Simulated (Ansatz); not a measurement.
BaS built on the CsCl prototype at its r2SCAN geometry, run in the PAW code Ansatz at 4 levels of theory. No magnetic order and no zero-point or thermal motion; the cell was built from a prototype and may be hypothetical.

The LDA input:
```yaml
crystal:
  lattice:
    - [3.8337582597, 0.0, 0.0]
    - [0.0, 3.8337582597, 0.0]
    - [0.0, 0.0, 3.8337582597]
  atoms:
    - { symbol: Ba, position: [0.0, 0.0, 0.0] }
    - { symbol: S, position: [0.5, 0.5, 0.5] }
kpoints:
  mp_grid: { grid: [6, 6, 6] }
  band_path:
    path:
      - [0.0, 0.0, 0.0]
      - [0.0, 0.5, 0.0]
      - [0.5, 0.5, 0.0]
      - [0.5, 0.5, 0.5]
      - [0.0, 0.5, 0.5]
    npoints: 1
hamiltonian:
  xc: lda
scf:
  occupations: { method: fixed }
  n_extra_bands: 4
output:
  forces: true
  stress: true
  eigenvalues: true
```

Main results, then, where recorded, the levels near the gap in eV from the Fermi energy (columns number the bands from 0), one row a point of the path (Γ, X, M, R, M):
```
Crystal: 2 atoms, lattice volume = 56.347 Å³
Symmetry: 48 space group operations
Space group: Pm-3m (ITA 221)
```
```
Basis set: ecut = 420 eV, 1141 PW (Γ)
Bands: 12, of which v1, the nominal top of the filled ones, is band 8 counted from 1 (7 counted from 0)
k-points: 20 of 216
Free energy (F): -6653.135260 eV
Fermi energy:    7.790383 eV
--- Stress (GPa, compression-positive) ---
       -3.861349       0.000000       0.000000
        0.000000      -3.861349       0.000000
        0.000000       0.000000      -3.861349
  P = ⅓ Tr σ = -3.8613 GPa (-38.613 kbar)
```
```tsv
band_5	band_6	band_7	band_8	band_9	band_10
-0.075	-0.075	-0.075	1.377	1.377	3.653
-2.902	-0.667	-0.667	2.404	5.445	6.070
-1.315	-1.315	0.000	2.111	3.325	4.355
-2.739	-2.739	-2.739	7.270	7.270	7.270
-1.315	-1.315	0.000	2.111	3.325	4.355
```

LDA gives an indirect gap of 1.38 eV, from M to Γ; the least direct gap is 1.45 eV at Γ.

PBE+SOC. Against the first input these blocks differ (the band path and keys that only write files left aside):
```yaml
hamiltonian:
  xc: pbe
scf:
  occupations: { method: fixed }
  n_extra_bands: 8
magnetization:
  noncollinear: true
  spin_orbit: true
```

```
Basis set: ecut = 420 eV, 1141 PW (Γ)
Bands: 24, of which v1, the nominal top of the filled ones, is band 16 counted from 1 (15 counted from 0)
k-points: 20 of 216
Free energy (F): -6860.209358 eV
Fermi energy:    8.036261 eV
--- Stress (GPa, compression-positive) ---
        0.267284       0.000000       0.000000
        0.000000       0.267284       0.000000
        0.000000       0.000000       0.267284
  P = ⅓ Tr σ = 0.2673 GPa (2.673 kbar)
```
```tsv
band_10	band_11	band_12	band_13	band_14	band_15	band_16	band_17	band_18	band_19	band_20	band_21
-0.202	-0.202	-0.010	-0.010	-0.010	-0.010	1.566	1.566	1.566	1.566	3.964	3.964
-2.815	-2.815	-0.677	-0.677	-0.624	-0.624	2.600	2.600	5.588	5.588	6.200	6.200
-1.368	-1.368	-1.237	-1.237	0.000	0.000	2.332	2.332	3.462	3.462	4.428	4.428
-2.711	-2.711	-2.677	-2.677	-2.677	-2.677	7.051	7.051	7.430	7.430	7.430	7.430
-1.368	-1.368	-1.237	-1.237	0.000	0.000	2.332	2.332	3.462	3.462	4.428	4.428
```

The PBE+SOC gap is indirect, 1.57 eV (M to Γ), below the direct gap of 1.58 eV at Γ. Least and direct gap differ so little that the kind isn't settled. At this geometry PBE+SOC finds +0.27 GPa, compression counted positive: its own equilibrium volume is larger.

r2SCAN. Against the first input these blocks differ (the band path and keys that only write files left aside):
```yaml
hamiltonian:
  xc: r2scan
```

```
Basis set: ecut = 500 eV, 1365 PW (Γ)
Bands: 12, of which v1, the nominal top of the filled ones, is band 8 counted from 1 (7 counted from 0)
k-points: 20 of 216
Free energy (F): -6874.751161 eV
Fermi energy:    7.856712 eV
--- Stress (GPa, compression-positive) ---
        0.041753       0.000000       0.000000
        0.000000       0.041753       0.000000
        0.000000       0.000000       0.041753
  P = ⅓ Tr σ = 0.0418 GPa (0.418 kbar)
```
```tsv
band_5	band_6	band_7	band_8	band_9	band_10
-0.069	-0.069	-0.069	1.926	1.926	4.809
-2.795	-0.648	-0.648	2.983	6.131	6.712
-1.331	-1.331	0.000	2.784	3.990	4.902
-2.719	-2.719	-2.719	8.042	8.042	8.042
-1.331	-1.331	0.000	2.784	3.990	4.902
```

r2SCAN gives an indirect gap of 1.93 eV, from M to Γ; the least direct gap is 2.00 eV at Γ. The mean stress is close to zero (0.04 GPa).

HSE06+SOC. Against the first input these blocks differ (the band path and keys that only write files left aside):
```yaml
kpoints:
  mp_grid: { grid: [4, 4, 4] }
hamiltonian:
  xc: hse06
scf:
  occupations: { method: fixed }
  n_extra_bands: 8
magnetization:
  noncollinear: true
  spin_orbit: true
output:
  eigenvalues: true
```

```
Basis set: ecut = 420 eV, 1141 PW (Γ)
Bands: 24, of which v1, the nominal top of the filled ones, is band 16 counted from 1 (15 counted from 0)
k-points: 10 of 64
Exchange kernel: α = 0.2500, screened, ω = 0.2079 Å⁻¹, Wigner–Seitz truncation, v(0) = 1030.4480 eV·Å³, q-mesh 4×4×4
hybrid outer 1: dexx = +3.717e-3 eV, tail = 6.23e-6 eV
hybrid outer 2: dexx = +9.452e-8 eV, tail = 6.45e-8 eV, Δε = 1.39e-3 eV
Free energy (F): -6859.371301 eV
Fermi energy:    7.460085 eV
```
```tsv
band_10	band_11	band_12	band_13	band_14	band_15	band_16	band_17	band_18	band_19	band_20	band_21
-0.236	-0.236	-0.024	-0.024	-0.024	-0.024	2.456	2.456	2.456	2.456	4.972	4.972
-3.069	-3.069	-0.728	-0.728	-0.669	-0.669	3.613	3.613	6.802	6.802	7.401	7.401
-1.536	-1.536	-1.395	-1.395	0.000	0.000	3.260	3.260	4.431	4.431	5.446	5.446
-2.968	-2.968	-2.925	-2.925	-2.925	-2.925	8.242	8.242	8.726	8.726	8.726	8.726
-1.536	-1.536	-1.395	-1.395	0.000	0.000	3.260	3.260	4.431	4.431	5.446	5.446
```

With HSE06+SOC the valence top lies at M and the conduction bottom at Γ, 2.46 eV higher; the smallest vertical gap, at Γ, is 2.48 eV.

Small level splittings and stresses of the hybrids carry the error of their coarser meshes.

Totals of different functionals, or with and without spin-orbit coupling, can't be compared.

Only the levels marked +SOC include spin-orbit coupling.
